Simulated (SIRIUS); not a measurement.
## BaTe under changes of volume

One of the cells (40.445 Å³/atom); the others are scaled copies at fixed shape and fractional positions:

```
Ba Te
1.0
     0.00000    3.43258    3.43258
     3.43258    0.00000    3.43258
     3.43258    3.43258    0.00000
Ba Te
1 1
Cartesian
  0.0000 0.0000 0.0000
  3.4326 3.4326 3.4326
```

| Item | Value |
| --- | --- |
| Program | SIRIUS 7.10.0 |
| Functional | PBEsol |
| Potentials or basis | PseudoDojo 0.4.1 PBEsol standard (scalar relativistic) |
| Cutoff | 1102 eV |
| Density cutoff | 4408 eV |
| k mesh | 7 × 7 × 7 |
| Occupations | fermi-dirac, width 0.05 eV |
| Spin | no spin polarisation |

| volume (Å³/atom) | energy over the lowest point (meV/atom) | pressure (GPa) | gap on the mesh (eV) |
| --- | --- | --- | --- |
| 37.273 | 66.88 | 5.0 | 1.17 |
| 38.066 | 44.76 | 3.9 | 1.23 |
| 38.859 | 27.64 | 3.0 | 1.28 |
| 40.445 | ? | ? | ? |
| 41.238 | 1.58 | 0.6 | 1.43 |
| 42.031 | 0.00 | 0.0 | 1.47 |

Question: What does the run at 40.445 Å³/atom give?

Answer: Energy over the lowest point 6.47 meV/atom; pressure 1.3 GPa; gap on the mesh 1.38 eV.

Worked out: A Birch-Murnaghan fit of order 3 (a polynomial in V^(-2/3)) to the other rows has its minimum at 42.04 Å³/atom, just outside them, with B0 = V·E''(V) = 32 GPa and B' = 4.4. It gives 6.47 meV/atom at 40.445 Å³/atom, against the run's 6.47, and -dE/dV = 1.3 GPa, against 1.3. A straight line through the other rows of the gap, of slope 2.5 eV per unit of ln V, gives 1.38 eV, against the run's 1.38.

Energies are extrapolated to zero smearing.

Caveats: this release of the barium file is off; spin-orbit coupling is left out, which moves the levels of the heavy elements; an odd mesh through Γ misses points on the zone boundary, where band edges often lie.
